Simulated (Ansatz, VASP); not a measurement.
One calculation of AlN, two programs

```
CELL_PARAMETERS angstrom
3.21843 0.00000 0.00000
-1.60921 2.78724 0.00000
0.00000 0.00000 4.93345
ATOMIC_POSITIONS crystal
Al 0.66667 0.33333 0.99783
Al 0.33333 0.66667 0.49783
N 0.66667 0.33333 0.38717
N 0.33333 0.66667 0.88717
```

Alike in both runs: functional PBE; k mesh 9 × 9 × 6; occupations gaussian, width 0.02 eV; no spin polarisation.

Ansatz relaxed the structure, and its values are those at the end. VASP's run is a single point on that final structure, the one shown.

```csv
,VASP,Ansatz
version,VASP 6.6.1,Ansatz 0.2.0
potentials or method,"VASP PAW PBE potentials, release 64 (Al, N)","scalar-relativistic, plane waves, PAW"
plane-wave cutoff (eV),520,420
valence electrons in the cell,16,16
```

Ansatz gave:

```
gap on the k mesh at the Fermi level (eV) : 3.48
least direct gap on the mesh (eV)         : 3.48
pressure (GPa)                            : -7.4
```

Q: Estimate VASP's values.

A: gap on the k mesh at the Fermi level (eV): 3.49; least direct gap on the mesh (eV): 3.49; pressure (GPa): -7.7.

The functional is the same, so the differences come from potentials, cutoffs and numerics.

A hybrid or GW would open this gap; PBE tends to underestimate it.
